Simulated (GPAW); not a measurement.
The system is SnSe2.

```
CELL_PARAMETERS angstrom
3.81100 0.00000 0.00000
-1.90550 3.30042 0.00000
0.00000 0.00000 6.13600
ATOMIC_POSITIONS crystal
Sn 0.00000 0.00000 0.00000
Se 0.66667 0.33333 0.75100
Se 0.33333 0.66667 0.24900
```

Base run:

| Property | Result |
| --- | --- |
| Program | GPAW 26.7.0 |
| Functional | LDA |
| Potentials or basis | the program's PAW data sets (release 1.2.1) made for this functional |
| Cutoff | 450 eV |
| Basis | pw |
| k mesh | 7 × 7 × 4 |
| Occupations | fermi-dirac, width 0.05 eV |
| Spin | no spin polarisation |

Its results: band gap on the k mesh 0.68 eV, indirect (least direct gap 0.88 eV); pressure -0.2 GPa; largest force 0.449 eV/Å.

Question: The run is repeated on the same cell with these changes: potentials or basis from the program's PAW data sets (release 1.2.1) made for this functional to JTH PAW 2.0, LDA; cutoff from 450 eV to 600 eV; k mesh from 7 × 7 × 4 to 6 × 6 × 3. What comes out?

Answer: Band gap on the k mesh 0.63 eV, indirect (least direct gap 0.88 eV); pressure 0.9 GPa; largest force 0.447 eV/Å.

Caveats: spin-orbit coupling is left out, which moves the levels of the heavy elements; the cutoff is short for stress and forces, so pressures can be off by a GPa or more (some runs); an odd mesh through Γ misses points on the zone boundary, where band edges often lie (some runs); the program truncates these outside data sets (some runs).
